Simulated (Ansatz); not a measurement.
MnO2, 6 atoms in the cell. Symmetry: Pmmn, No. 59, orthorhombic system. The conventional cell has a = 2.904 Å, b = 3.845 Å, c = 6.164 Å, α = 90.00°, β = 90.00°, γ = 90.00°. Mn (site symmetry mm2) has 6 O at 1.83 to 2.05 Å as nearest neighbours. O (site symmetry mm2) has 2 Mn at 1.83 Å as nearest neighbours. O (site symmetry mm2) has 4 Mn at 1.98 to 2.05 Å as nearest neighbours. Measurements of this composition are mostly on another form, of space group No. 136.

* Program: Ansatz 0.2.0
* Task: projected density of states
* Functional: r2SCAN
* Potentials or basis: Ansatz PAW
* Cutoff: 500 eV (not typed: the program's choice for these potentials)
* k mesh: 9 × 7 × 5
* Occupations: fermi-dirac, width 0.05 eV
* Spin: collinear spin, ferromagnetic start
* Starting moments: [4.0, 4.0, 0.0, 0.0, 0.0, 0.0] μB

Potentials or basis: Ansatz PAW.

Launch:

```sh
$ ansatz run input.yaml --threads 2 --pin off --max-ram 5632MiB --backend cpu --events-out ev --progress --plain --runs-dir out
```

Hardware: 2 threads of Arm Neoverse V2, on a shared host.

How long does it take, and how much memory?

Run time: 94 s on 2 threads of Arm Neoverse V2, on a shared host, peak memory 1 GiB. Counts: scf iterations 21, plane waves 1731, k points 60, bands 42.
